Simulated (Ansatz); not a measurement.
# Relativity in MgSe

```yaml
crystal:
  lattice:
    - [0.00000, 2.72550, 2.72550]
    - [2.72550, 0.00000, 2.72550]
    - [2.72550, 2.72550, 0.00000]
  atoms:
    - { symbol: Mg, position: [0.00000, 0.00000, 0.00000] }
    - { symbol: Se, position: [0.50000, 0.50000, 0.50000] }
```

Atom numbers follow the list: Mg1, Se2.

The cell is COD entry 9008673, as deposited and not checked against the literature; nothing was relaxed. It is an old determination, and later ones may differ.

One fixed cell is solved with PBE by LAPW (all electrons) in Ansatz 0.2.0 under different relativistic treatments. Pressure is positive in compression.

The runs use a Γ-centred 8×8×8 k mesh, Fermi–Dirac smearing of 0.02 eV, basis error target 1 meV/atom, no spin polarisation.

```json
{"setting": "scalar-relativistic", "P (GPa)": "2.03", "gap on the k mesh (eV)": "1.82"}
{"setting": "non-relativistic", "P (GPa)": "2.36", "gap on the k mesh (eV)": "?"}
{"setting": "with spin–orbit coupling", "P (GPa)": "2.04", "gap on the k mesh (eV)": "?"}
{"setting": "scalar-relativistic, inner shells corrected to Dirac", "P (GPa)": "2.03", "gap on the k mesh (eV)": "1.82"}
```

Give the missing entry: row "non-relativistic", column "gap on the k mesh (eV)".

1.87.

Fill in "gap on the k mesh (eV)" for the row "with spin–orbit coupling".

1.68.
